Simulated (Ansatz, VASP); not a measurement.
**Two plane-wave programs on TiC**

INCAR

```
SYSTEM = TiC
PREC = Accurate
ENCUT = 520
EDIFF = 1E-8
ISMEAR = -1
SIGMA = 0.03
LREAL = .FALSE.
LASPH = .TRUE.
NELM = 80
ALGO = Normal
ISIF = 2
LWAVE = .FALSE.
LCHARG = .FALSE.
GGA = PE
LEFG = .TRUE.
NBANDS = 15
```

Contents of KPOINTS:

```
regular mesh
0
G
  16 16 16
  0 0 0
```

Contents of POSCAR:

```
TiC
1.0
    0.0000000000      2.1640000000      2.1640000000
    2.1640000000      0.0000000000      2.1640000000
    2.1640000000      2.1640000000      0.0000000000
Ti C
1 1
Direct
    0.0000000000      0.0000000000      0.0000000000
    0.5000000000      0.5000000000      0.5000000000
```

Input for Ansatz:

```yaml
crystal:
  lattice:
    - [0.0, 2.164, 2.164]
    - [2.164, 0.0, 2.164]
    - [2.164, 2.164, 0.0]
  atoms:
    - { symbol: Ti, position: [0.0, 0.0, 0.0] }
    - { symbol: C, position: [0.5, 0.5, 0.5] }
kpoints:
  mp_grid: { grid: [16, 16, 16] }
  band_path:
    path:
      - [0.0, 0.0, 0.0]
      - [0.5, 0.0, 0.5]
      - [0.625, 0.25, 0.625]
      - [0.375, 0.375, 0.75]
      - [0.0, 0.0, 0.0]
      - [0.5, 0.5, 0.5]
      - [0.5, 0.25, 0.75]
      - [0.5, 0.0, 0.5]
    npoints: 14
scf:
  occupations: { method: fermi_dirac, width: 0.03 }
hamiltonian:
  xc: pbe
  pseudopotentials: { kind: paw }
output:
  forces: true
  stress: true
  eigenvalues: true
  efg: { contact_densities: true }
  populations: true
  bader: true
  dos: { projected: true, de: 0.2, e_range: [-14, 8] }
  write_density: true
  write_potential: true
  elf: true
  volumetric_format: npy
```

Alike in both runs: task electric field gradients; functional PBE; k mesh 16 × 16 × 16; occupations fermi-dirac, width 0.03 eV; no spin polarisation.

|  | VASP | Ansatz |
| --- | --- | --- |
| version | VASP 6.6.1 | Ansatz 0.2.0 |
| potentials or method | VASP PAW PBE potentials, release 64 (Ti_sv, C) | PAW with Ansatz's default frozen-core files, scalar-relativistic |
| plane-wave cutoff (eV) | 520 | 420 |
| valence electrons in the cell | 16 | 16 |

|  | VASP | Ansatz | Ansatz less VASP |
| --- | --- | --- | --- |
| pressure (GPa) | 1.1 | 0.9 | -0.21 |
| Vzz of the field gradient on the site that differs most (V/Å²) | 0.0 | 0.0 | 0.00 |
